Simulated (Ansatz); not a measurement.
**CuO: how settings move the results**

Aim, for CuO: sweep the k-point mesh.

Computed with Ansatz 0.2.0 (DFT PBEsol, scalar-relativistic, plane waves, PAW, unless a step's input says otherwise).

1 further run of the same task is left out (set aside as unsound or not needed). Runs told in other sessions of the task aren't counted.

**1. The structure to begin with**

The structure is orthorhombic, space group Cccm (No. 66). The conventional cell has a = 3.982 Å, b = 4.307 Å, c = 5.156 Å, α = 90.00°, β = 90.00°, γ = 90.00°. Cu (site symmetry 2/m) has 4 O at 1.95 Å in its first shell of neighbours. O (site symmetry 222) has 4 Cu at 1.95 Å in its first shell of neighbours.

As a file:

```
CELL_PARAMETERS angstrom
1.99097 -2.15355 0.00000
1.99097 2.15355 0.00000
0.00000 0.00000 5.15593
ATOMIC_POSITIONS crystal
Cu 0.00000 0.50000 0.00000
Cu 0.50000 0.00000 0.50000
O 0.50000 0.50000 0.25000
O 0.50000 0.50000 0.75000
```

Source of the structure: the Materials Project (structure only). It is taken as it stands there.

**2. The base input**

input.yaml reads:

```yaml
crystal:
  lattice:
    - [1.990968, -2.15355, 0.0]
    - [1.990968, 2.15355, 0.0]
    - [0.0, 0.0, 5.155928]
  atoms:
    - { symbol: Cu, position: [0.0, 0.5, 0.0] }
    - { symbol: Cu, position: [0.5, 0.0, 0.5] }
    - { symbol: O, position: [0.5, 0.5, 0.25] }
    - { symbol: O, position: [0.5, 0.5, 0.75] }
basis:
  ecutwfc: 420
kpoints:
  mp_grid: { grid: [14, 14, 8] }
hamiltonian:
  xc: pbesol
scf:
  occupations: { method: gaussian, width: 0.1 }
output:
  forces: true
  stress: true
  eigenvalues: true
  populations: true
  write_density: true
  write_potential: true
  elf: true
  volumetric_format: npy
```

Its results, from an earlier run: -3574.1289 eV/atom at zero smearing, pressure -6.05 GPa, largest force 0.000 eV/Å, no gap on the mesh, in 7 SCF cycles and 25 s.

**3. K-point mesh: 2×2×2**

input.yaml reads:

```yaml
crystal:
  lattice:
    - [1.990968, -2.15355, 0.0]
    - [1.990968, 2.15355, 0.0]
    - [0.0, 0.0, 5.155928]
  atoms:
    - { symbol: Cu, position: [0.0, 0.5, 0.0] }
    - { symbol: Cu, position: [0.5, 0.0, 0.5] }
    - { symbol: O, position: [0.5, 0.5, 0.25] }
    - { symbol: O, position: [0.5, 0.5, 0.75] }
basis:
  ecutwfc: 420
kpoints:
  mp_grid: { grid: [2, 2, 2] }
hamiltonian:
  xc: pbesol
scf:
  occupations: { method: gaussian, width: 0.1 }
output:
  forces: true
  stress: true
  eigenvalues: true
```

Command:

```
> ansatz run input.yaml --threads 1 --pin off --max-ram 2560MiB --backend cpu --events-out ev --progress --plain --runs-dir out
```

**4. K-point mesh set to 4×4×2**

Changes to input.yaml since step 3:

```diff
@@ -13,3 +13,3 @@
 kpoints:
-  mp_grid: { grid: [2, 2, 2] }
+  mp_grid: { grid: [4, 4, 2] }
 hamiltonian:
```

**5. K-point mesh: 4×4×4**

Changes to input.yaml since step 4:

```diff
@@ -13,3 +13,3 @@
 kpoints:
-  mp_grid: { grid: [4, 4, 2] }
+  mp_grid: { grid: [4, 4, 4] }
 hamiltonian:
```

**6. K-point mesh: 6×6×4**

Changes to input.yaml since step 5:

```diff
@@ -13,3 +13,3 @@
 kpoints:
-  mp_grid: { grid: [4, 4, 4] }
+  mp_grid: { grid: [6, 6, 4] }
 hamiltonian:
```

**7. K-point mesh: 8×8×4**

Changes to input.yaml since step 6:

```diff
@@ -13,3 +13,3 @@
 kpoints:
-  mp_grid: { grid: [6, 6, 4] }
+  mp_grid: { grid: [8, 8, 4] }
 hamiltonian:
```

**8. K-point mesh set to 8×8×6**

Changes to input.yaml since step 7:

```diff
@@ -13,3 +13,3 @@
 kpoints:
-  mp_grid: { grid: [8, 8, 4] }
+  mp_grid: { grid: [8, 8, 6] }
 hamiltonian:
```

**9. K-point mesh: 10×10×6**

Changes to input.yaml since step 8:

```diff
@@ -13,3 +13,3 @@
 kpoints:
-  mp_grid: { grid: [8, 8, 6] }
+  mp_grid: { grid: [10, 10, 6] }
 hamiltonian:
```

**10. K-point mesh: 12×12×8**

Changes to input.yaml since step 9:

```diff
@@ -13,3 +13,3 @@
 kpoints:
-  mp_grid: { grid: [10, 10, 6] }
+  mp_grid: { grid: [12, 12, 8] }
 hamiltonian:
```

**11. K-point mesh set to 16×16×10**

Changes to input.yaml since step 10:

```diff
@@ -13,3 +13,3 @@
 kpoints:
-  mp_grid: { grid: [12, 12, 8] }
+  mp_grid: { grid: [16, 16, 10] }
 hamiltonian:
```

**12. K-point mesh: 18×18×10**

Changes to input.yaml since step 11:

```diff
@@ -13,3 +13,3 @@
 kpoints:
-  mp_grid: { grid: [16, 16, 10] }
+  mp_grid: { grid: [18, 18, 10] }
 hamiltonian:
```

**13. K-point mesh set to 20×20×12**

Changes to input.yaml since step 12:

```diff
@@ -13,3 +13,3 @@
 kpoints:
-  mp_grid: { grid: [18, 18, 10] }
+  mp_grid: { grid: [20, 20, 12] }
 hamiltonian:
```

(Steps that only read results are left out.)

What results come out of these runs, taken together?

**Answer**, as computed:

| quantity | value |
| --- | --- |
| k-point mesh: within 10 and 1 meV/atom of 20×20×12 from | 6×6×4 for 10; 8×8×6 for 1 |

What this shows: In the sweep of the k-point mesh, 8×8×6 already comes within 1 meV/atom of the reference, and so do all later runs, at about 0.13 of the reference's time. That is measured against the best run here, which may itself be short of the limit. The error changes sign along the series, since a k mesh isn't variational, and a metal needs dense meshes to resolve its Fermi surface. The final runs have no spin polarisation, so a magnetic state may lie lower.
